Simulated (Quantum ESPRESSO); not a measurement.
# Rh (Fm-3m) in Quantum ESPRESSO: convergence with wavefunction cutoff

Aim: find how far wavefunction cutoff must go before the results for Rh settle, at PBE. This setting moves, with any that are tied to it; all else stays.

Program: Quantum ESPRESSO 7.5. These are calculated values, not measurements. Logs are shortened: lines on timing, memory, paths and dates and some standing lists are left out, and cuts for length are marked.

## Step 1: The structure

It takes space group Fm-3m (No. 225, cubic). The conventional cell has a = 3.796 Å, b = 3.796 Å, c = 3.796 Å, α = 90.00°, β = 90.00°, γ = 90.00°. Rh (site symmetry m-3m) is surrounded by 12 Rh at 2.68 Å.

## Step 2: With wavefunction cutoff 28 Ry

pw.in reads:

```
&CONTROL
  calculation = 'scf'
  prefix = 'pwscf'
  outdir = './tmp'
  pseudo_dir = './pseudo'
  tprnfor = .true.
  tstress = .true.
  disk_io = 'nowf'
/
&SYSTEM
  ibrav = 0
  nat = 1
  ntyp = 1
  ecutwfc = 28
  nbnd = 15
  occupations = 'smearing'
  smearing = 'fd'
  degauss = 0.00367493
/
&ELECTRONS
  conv_thr = 2d-10
  electron_maxstep = 120
  mixing_beta = 0.5
/
ATOMIC_SPECIES
Rh   102.9055 Rh_ONCV_PBE-1.2.upf
CELL_PARAMETERS angstrom
   0.0000000000    1.8978500000    1.8978500000
   1.8978500000    0.0000000000    1.8978500000
   1.8978500000    1.8978500000    0.0000000000
ATOMIC_POSITIONS crystal
Rh     0.0000000000    0.0000000000    0.0000000000
K_POINTS automatic
12 12 12 0 0 0
```

Potentials or basis: SG15 PBE 1.2.

The run is started by

```
OMP_NUM_THREADS=1 pw.x -in pw.in > pw.out
```

Run time: 4.3 s. Hardware: 1 thread of Arm Neoverse V1, shared host; peak memory 0.05 GiB.

What came out:

* Free energy: -2953.6880 eV
* Pressure: -20.2 GPa
* Band gap on the k mesh: none (metal or under the smearing width)

## Step 3: With wavefunction cutoff 35 Ry

pw.in, as its differences from that of step 2:

```diff
@@ -13,3 +13,3 @@
   ntyp = 1
-  ecutwfc = 28
+  ecutwfc = 35
   nbnd = 15
```

Potentials or basis: SG15 PBE 1.2.

The run is started by

```
OMP_NUM_THREADS=1 pw.x -in pw.in > pw.out
```

Run time: 3.3 s. Hardware: 1 thread of Arm Neoverse V1, shared host; peak memory 0.05 GiB.

What came out:

```
Free energy            : -2953.8803 eV
Pressure               : 7.4 GPa
Band gap on the k mesh : none (metal or under the smearing width)
```

## Step 4: With wavefunction cutoff 42 Ry

pw.in, as its differences from that of step 3:

```diff
@@ -13,3 +13,3 @@
   ntyp = 1
-  ecutwfc = 35
+  ecutwfc = 42
   nbnd = 15
```

The run is started by

```
OMP_NUM_THREADS=1 pw.x -in pw.in > pw.out
```

Run time: 8.1 s. Hardware: 1 thread of Arm Neoverse V1, shared host; peak memory 0.05 GiB.

Results:

- Free energy: -2953.8952 eV
- Pressure: 6.9 GPa
- Band gap on the k mesh: none (metal or under the smearing width)

## Step 5: With wavefunction cutoff 49 Ry

pw.in, as its differences from that of step 4:

```diff
@@ -13,3 +13,3 @@
   ntyp = 1
-  ecutwfc = 42
+  ecutwfc = 49
   nbnd = 15
```

The run is started by

```
OMP_NUM_THREADS=1 pw.x -in pw.in > pw.out
```

Run time: 8.6 s. Hardware: 1 thread of Arm Neoverse V1, shared host; peak memory 0.05 GiB.

What came out:

| Property | Result |
| --- | --- |
| Free energy | -2953.8999 eV |
| Pressure | 7.5 GPa |
| Band gap on the k mesh | none (metal or under the smearing width) |

## Step 6: With wavefunction cutoff 56 Ry

pw.in, as its differences from that of step 5:

```diff
@@ -13,3 +13,3 @@
   ntyp = 1
-  ecutwfc = 49
+  ecutwfc = 56
   nbnd = 15
```

Potentials or basis: SG15 PBE 1.2.

The run is started by

```
OMP_NUM_THREADS=1 pw.x -in pw.in > pw.out
```

Run time: 8.1 s. Hardware: 1 thread of Arm Neoverse V1, shared host; peak memory 0.05 GiB.

The run converged. Its results:

```yaml
Free_energy: -2953.9032 eV
Pressure: 7.1 GPa
Band_gap_on_the_k_mesh: none (metal or under the smearing width)
```

## Step 7: With wavefunction cutoff 63 Ry

pw.in, as its differences from that of step 6:

```diff
@@ -13,3 +13,3 @@
   ntyp = 1
-  ecutwfc = 56
+  ecutwfc = 63
   nbnd = 15
```

The run is started by

```
OMP_NUM_THREADS=1 pw.x -in pw.in > pw.out
```

Run time: 8.8 s. Hardware: 1 thread of Arm Neoverse V1, shared host; peak memory 0.05 GiB.

Results (log left out):

```yaml
Free_energy: -2953.9110 eV
Pressure: 7.0 GPa
Band_gap_on_the_k_mesh: none (metal or under the smearing width)
```

## Step 8: With wavefunction cutoff 70 Ry

pw.in, as its differences from that of step 7:

```diff
@@ -13,3 +13,3 @@
   ntyp = 1
-  ecutwfc = 63
+  ecutwfc = 70
   nbnd = 15
```

The run is started by

```
OMP_NUM_THREADS=1 pw.x -in pw.in > pw.out
```

Wall time 15 s (1 thread of Arm Neoverse V1, shared host); peak memory 0.05 GiB.

Results (log left out):

```
Free energy            : -2953.9152 eV
Pressure               : 7.3 GPa
Band gap on the k mesh : none (metal or under the smearing width)
```

## Step 9: With wavefunction cutoff 84 Ry

pw.in, as its differences from that of step 8:

```diff
@@ -13,3 +13,3 @@
   ntyp = 1
-  ecutwfc = 70
+  ecutwfc = 84
   nbnd = 15
```

Potentials or basis: SG15 PBE 1.2.

The run is started by

```
OMP_NUM_THREADS=1 pw.x -in pw.in > pw.out
```

Wall time 17 s (1 thread of Arm Neoverse V1, shared host); peak memory 0.05 GiB.

It converged, with:

| Quantity | Value |
| --- | --- |
| Free energy | -2953.9163 eV |
| Pressure | 7.5 GPa |
| Band gap on the k mesh | none (metal or under the smearing width) |

## Step 10: With wavefunction cutoff 105 Ry

pw.in, as its differences from that of step 9:

```diff
@@ -13,3 +13,3 @@
   ntyp = 1
-  ecutwfc = 84
+  ecutwfc = 105
   nbnd = 15
```

Potentials or basis: SG15 PBE 1.2.

The run is started by

```
OMP_NUM_THREADS=1 pw.x -in pw.in > pw.out
```

pw.out:

```text
This program is part of the open-source Quantum ESPRESSO suite
     for quantum simulation of materials; please cite
         "P. Giannozzi et al., J. Phys.:Condens. Matter 21 395502 (2009);
         "P. Giannozzi et al., J. Phys.:Condens. Matter 29 465901 (2017);
         "P. Giannozzi et al., J. Chem. Phys. 152 154105 (2020);
     in publications or presentations arising from this work. More details at

     Message from routine setup:
     using ibrav=0 with symmetry is DISCOURAGED, use correct ibrav instead

     G-vector sticks info
     --------------------
     sticks:   dense  smooth     PW     G-vecs:    dense   smooth      PW
     Sum         745     745    235                13443    13443    2277

     Using Slab Decomposition

     bravais-lattice index     =            0
     lattice parameter (alat)  =       5.0720  a.u.
     unit-cell volume          =      92.2597 (a.u.)^3
     number of atoms/cell      =            1
     number of atomic types    =            1
     number of electrons       =        17.00
     number of Kohn-Sham states=           15
     kinetic-energy cutoff     =     105.0000  Ry
     charge density cutoff     =     420.0000  Ry
     scf convergence threshold =      2.0E-10
     mixing beta               =       0.5000
     number of iterations used =            8  plain     mixing
     Exchange-correlation= PBE
                           (   1   4   3   4   0   0   0)

     celldm(1)=   5.071959  celldm(2)=   0.000000  celldm(3)=   0.000000
     celldm(4)=   0.000000  celldm(5)=   0.000000  celldm(6)=   0.000000

[... 8 lines left out ...]
               b(3) = (  0.707107  0.707107 -0.707107 )

     PseudoPot. # 1 for Rh read from file:
     Rh_ONCV_PBE-1.2.upf
     Pseudo is Norm-conserving, Zval = 17.0
     Generated using ONCVPSP code by D. R. Hamann
     Using radial grid of  602 points,  6 beta functions with:
                l(1) =   0
                l(2) =   0
                l(3) =   1
                l(4) =   1
                l(5) =   2
                l(6) =   2

     atomic species   valence    mass     pseudopotential
     Rh               17.00   102.90550     Rh( 1.00)

     48 Sym. Ops., with inversion, found

   Cartesian axes

     site n.     atom                  positions (alat units)
         1        Rh     tau(   1) = (   0.0000000   0.0000000   0.0000000  )

     number of k points=    72  Fermi-Dirac smearing, width (Ry)=  0.0037
                       cart. coord. in units 2pi/alat
        k(    1) = (   0.0000000   0.0000000   0.0000000), wk =   0.0011574
        k(    2) = (   0.0589256   0.0589256  -0.0589256), wk =   0.0092593
        k(    3) = (   0.1178511   0.1178511  -0.1178511), wk =   0.0092593
        k(    4) = (   0.1767767   0.1767767  -0.1767767), wk =   0.0092593
        k(    5) = (   0.2357023   0.2357023  -0.2357023), wk =   0.0092593
        k(    6) = (   0.2946278   0.2946278  -0.2946278), wk =   0.0092593
[... 64 lines left out ...]
        k(   71) = (  -0.7071068   0.2357023   0.0000000), wk =   0.0138889
        k(   72) = (  -0.7071068   0.3535534   0.0000000), wk =   0.0069444

     Dense  grid:    13443 G-vectors     FFT dimensions: (  36,  36,  36)

     Initial potential from superposition of free atoms

     starting charge      16.9481, renormalised to      17.0000
     Starting wfcs are random

     Self-consistent Calculation

     iteration #  1     ecut=   105.00 Ry     beta= 0.50
     Davidson diagonalization with overlap
     ethr =  1.00E-02,  avg # of iterations =  7.5

     Threshold (ethr) on eigenvalues was too large:
     Diagonalizing with lowered threshold

     Davidson diagonalization with overlap
     ethr =  8.43E-05,  avg # of iterations =  3.3

     total energy              =    -217.10610147 Ry
     estimated scf accuracy    <       0.01168021 Ry
[... 36 lines left out ...]
     iteration #  7     ecut=   105.00 Ry     beta= 0.50
     Davidson diagonalization with overlap
     ethr =  4.21E-12,  avg # of iterations =  2.0

     End of self-consistent calculation

          k = 0.0000 0.0000 0.0000 (  1687 PWs)   bands (ev):

   -55.5428 -22.9904 -22.9904 -22.9904  15.4569  20.2981  20.2981  20.2981
    22.4035  22.4035  39.8222  45.2988  45.2988  45.2988  50.6826

          k = 0.0589 0.0589-0.0589 (  1681 PWs)   bands (ev):
[... 121 lines left out ...]
   -55.4498 -23.4870 -23.1985 -23.0618  18.3289  19.7259  20.3201  21.1659
    22.0935  24.8840  37.4037  40.1452  43.6904  47.3018  48.5408

          k = 0.0000-0.2357 0.2357 (  1684 PWs)   bands (ev):

   -55.4760 -23.3600 -23.1387 -23.0337  17.8327  19.4491  20.6178  21.2816
    21.5695  23.6786  39.5815  41.0147  45.4927  45.7242  49.4762

          k = 0.3536 0.0000 0.0000 (  1700 PWs)   bands (ev):

   -55.4666 -23.3524 -23.1279 -23.1279  17.7742  18.6886  21.4908  21.9310
    21.9310  23.1323  41.9886  42.4600  42.4600  43.5303  49.3014

          k = 0.4125 0.0589-0.0589 (  1677 PWs)   bands (ev):
[... 21 lines left out ...]
   -55.4114 -23.5657 -23.3628 -23.1304  18.6609  19.4952  20.2510  21.5692
    23.0055  28.2071  34.2251  37.2975  42.9591  44.3095  50.6477

          k = 0.0000-0.3536 0.3536 (  1682 PWs)   bands (ev):

   -55.4281 -23.5252 -23.3057 -23.0939  18.9902  19.4898  19.9344  21.4979
    22.2973  26.4960  36.8850  37.5847  43.0621  46.6124  48.4395

          k = 0.4714 0.0000-0.0000 (  1680 PWs)   bands (ev):
[... 31 lines left out ...]
   -55.3926 -23.6672 -23.2804 -23.2522  17.2307  17.5810  23.4831  23.6802
    24.2671  27.2971  35.9631  36.5254  37.5402  46.2908  47.5570

          k = 0.0000-0.5893 0.5893 (  1680 PWs)   bands (ev):

   -55.3907 -23.6358 -23.3458 -23.2371  17.4746  17.9653  22.4141  23.2942
    24.1042  29.4040  34.1520  35.7189  38.4643  45.6873  50.0925

          k =-0.7071 0.0000 0.0000 (  1660 PWs)   bands (ev):

   -55.3901 -23.6912 -23.2635 -23.2635  17.0535  17.4120  23.9443  24.3843
    24.3843  26.7410  35.7477  36.9444  36.9444  46.4868  46.6841

          k = 0.2357 0.1179 0.0000 (  1683 PWs)   bands (ev):

   -55.4970 -23.2420 -23.0807 -23.0350  17.0966  19.4841  20.8097  21.0576
    21.7906  22.8800  41.2429  41.6333  44.8166  46.2795  50.2658

          k = 0.2946 0.1768-0.0589 (  1677 PWs)   bands (ev):
[... 16 lines left out ...]
   -55.4183 -23.6874 -23.1915 -23.1216  17.8205  19.7145  20.7676  21.6240
    23.8612  27.1851  31.9821  39.9269  42.6135  44.4974  51.7905

          k = 0.3536 0.1179 0.0000 (  1672 PWs)   bands (ev):

   -55.4614 -23.3948 -23.1519 -23.1045  18.0462  18.8234  20.6894  21.9231
    22.3155  23.5903  40.1488  41.2891  43.3172  44.6978  50.6999

          k = 0.4125 0.1768-0.0589 (  1673 PWs)   bands (ev):
[... 21 lines left out ...]
   -55.4255 -23.5516 -23.2810 -23.1123  18.6935  19.6144  19.8245  21.6245
    22.7876  26.5120  35.8004  38.7239  42.1231  46.7245  48.8646

          k = 0.0000-0.2357 0.3536 (  1677 PWs)   bands (ev):

   -55.4473 -23.4704 -23.2173 -23.0802  18.6723  19.1604  20.0773  21.8497
    21.9734  24.9340  38.2813  39.5540  43.2403  46.4700  49.2307

          k = 0.4714 0.1179-0.0000 (  1681 PWs)   bands (ev):
[... 36 lines left out ...]
   -55.3924 -23.5607 -23.4253 -23.2232  18.0058  18.6761  21.0083  22.5891
    23.9653  31.5460  32.4081  35.5027  38.9351  45.9479  52.3462

          k =-0.7071 0.1179-0.0000 (  1678 PWs)   bands (ev):

   -55.3900 -23.6632 -23.2928 -23.2655  17.3121  17.6608  23.0135  23.5812
    24.3851  28.3125  35.5143  36.4923  36.6299  46.9253  47.9213

          k =-0.2357-0.4714 0.7071 (  1678 PWs)   bands (ev):
[... 21 lines left out ...]
   -55.3924 -23.5384 -23.4248 -23.2473  18.3286  18.9711  20.2516  22.3437
    24.1745  31.4185  33.2218  36.0443  37.1289  47.8820  50.4888

          k = 0.0000-0.3536 0.5893 (  1675 PWs)   bands (ev):

   -55.3949 -23.5078 -23.4569 -23.2264  18.5746  19.4678  19.6024  22.1997
    23.9471  30.8542  33.8390  35.4650  38.2307  47.8935  49.6844

          k =-0.7071 0.2357 0.0000 (  1668 PWs)   bands (ev):

   -55.3899 -23.5863 -23.3725 -23.2695  17.9438  18.3954  21.1601  22.7299
    24.3867  30.7322  35.0377  35.1562  36.2633  47.8457  51.1611

          k =-0.7071 0.3536 0.0000 (  1648 PWs)   bands (ev):

   -55.3898 -23.4801 -23.4801 -23.2715  18.3610  19.5814  19.5814  22.1986
    24.3876  33.1255  33.1255  34.8245  36.1369  49.6439  49.6439

     the Fermi energy is    23.4232 ev

!    total energy              =    -217.10884629 Ry
     estimated scf accuracy    <          2.3E-11 Ry
     smearing contrib. (-TS)   =      -0.00062569 Ry
     internal energy E=F+TS    =    -217.10822060 Ry

     The total energy is F=E-TS. E is the sum of the following terms:
     one-electron contribution =     -44.44489571 Ry
     hartree contribution      =      34.05987767 Ry
     xc contribution           =     -21.99492907 Ry
     ewald contribution        =    -184.72827348 Ry

     convergence has been achieved in   7 iterations

     Forces acting on atoms (cartesian axes, Ry/au):

     atom    1 type  1   force =     0.00000000    0.00000000    0.00000000

     Total force =     0.000000     Total SCF correction =     0.000000

     Computing stress (Cartesian axis) and pressure

          total   stress  (Ry/bohr**3)                   (kbar)     P=       74.67
   0.00050762   0.00000000   0.00000000           74.67        0.00        0.00
  -0.00000000   0.00050762   0.00000000           -0.00       74.67        0.00
   0.00000000   0.00000000   0.00050762            0.00        0.00       74.67

=------------------------------------------------------------------------------=
   JOB DONE.
=------------------------------------------------------------------------------=
```

Wall time 29 s (1 thread of Arm Neoverse V1, shared host); peak memory 0.06 GiB.

What came out:

```
Free energy            : -2953.9163 eV
Pressure               : 7.5 GPa
Band gap on the k mesh : none (metal or under the smearing width)
```

## Step 11: Result

```csv
wavefunction cutoff,"energy less the tightest run, at zero smearing (meV/atom)",pressure (GPa),SCF cycles,CPU time (s),peak memory (GiB)
28 Ry,228.37,-20.15,7,4.3,0.05
35 Ry,36.06,7.39,7,3.3,0.05
42 Ry,21.10,6.85,7,8.1,0.05
49 Ry,16.44,7.46,7,8.6,0.05
56 Ry,13.12,7.06,7,8.1,0.05
63 Ry,5.37,7.01,7,8.8,0.05
70 Ry,1.11,7.29,7,15,0.05
84 Ry,0.06,7.47,7,17,0.05
105 Ry,0.00,7.47,7,29,0.06
```

Against the tightest run, the energy stays within 1 meV/atom from 84 Ry on; the pressure stays within 0.1 GPa from 84 Ry on. The tightest run that finished is the yardstick and may itself not be fully converged.
